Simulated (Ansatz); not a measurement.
Turn this script for Ansatz 0.2.0, Python API into the input file that the command-line program reads.

The script, `eps_alas.py`:
```python
"""High-frequency dielectric tensor and Born charges of AlAs."""

import ansatz as az
import numpy as np

lattice = az.Lattice.of(
    (0.0, 2.8304, 2.8304),
    (2.8304, 0.0, 2.8304),
    (2.8304, 2.8304, 0.0),
)
sites = [
    ("Al", (0.0, 0.0, 0.0)),
    ("As", (0.25, 0.25, 0.25)),
]
crystal = az.Crystal(lattice=lattice)
for symbol, position in sites:
    crystal = crystal.atom(symbol, position)

# an insulator: whole occupations
calc = crystal.calculation()
calc = calc.functional(az.Functional.PBE, dispersion="D4").basis(380)
calc = calc.kpoints(spacing=0.72)
calc = calc.initial_density(normalization="cell")
calc = calc.occupations("fixed").dielectric()
out = calc.run()
response = out.dielectric
eps = np.asarray(response.eps_inf)

print("eps_inf")
print(np.round(eps, 3) + 0.0)
for site, z in zip(out.lattice.sites, response.zstar_e):
    print(f"{site.symbol:2s} Z* trace/3 = {np.trace(z) / 3:+.3f} e")
print(f"charge neutrality missed by {response.zstar_sum_residual_pre_e:.4f} e before the sum rule")
```

Output of `python eps_alas.py`:
```text
DeckWarning: basis.ecutwfc = 380 eV is below the records' recommended 420 eV, and the density's cutoff is lower with it unless basis.ecutrho_ratio is high enough to keep the records' density cutoff: compare with a run at a higher cutoff
eps_inf
[[9.283 0.    0.   ]
 [0.    9.283 0.   ]
 [0.    0.    9.283]]
Al Z* trace/3 = +2.138 e
As Z* trace/3 = -2.138 e
charge neutrality missed by 0.0037 e before the sum rule
```
(Warnings from the package without file and line.)

`input.yaml`:
```yaml
crystal:
  lattice:
    - [0.0, 2.8304, 2.8304]
    - [2.8304, 0.0, 2.8304]
    - [2.8304, 2.8304, 0.0]
  atoms:
    - { symbol: Al, position: [0.0, 0.0, 0.0] }
    - { symbol: As, position: [0.25, 0.25, 0.25] }
basis:
  ecutwfc: 380.0
kpoints:
  mp_grid:
    kspacing: 0.72
hamiltonian:
  xc: pbe
  dispersion: d4
scf:
  occupations:
    method: fixed
  initial_density:
    normalization: cell
dielectric: {}
```

Caveats:
- The settings weren't tested for convergence.
- The cutoff lies under the one recommended for these potentials.
- The Fermi level of a run with fixed occupations marks the highest occupied state on its mesh, not mid-gap.
- The k-point mesh is coarse, and energy and stress weren't tested for convergence.
- Pressure is positive in compression.
- The structure is a deposited one; some such entries were measured under pressure or heat, so a shift against it needn't be the functional's error alone.
- This is the electronic (clamped-ion) response; a semilocal gap that is too small tends to raise it. The typed mesh is that of the SCF; the response is solved on denser meshes that the run picks.
- It ran for 21 s on 1 thread of Arm Neoverse V1, on a shared host, peak memory 0.43 GiB.

(Lines on the test bed's own set-up are left out of the output.)
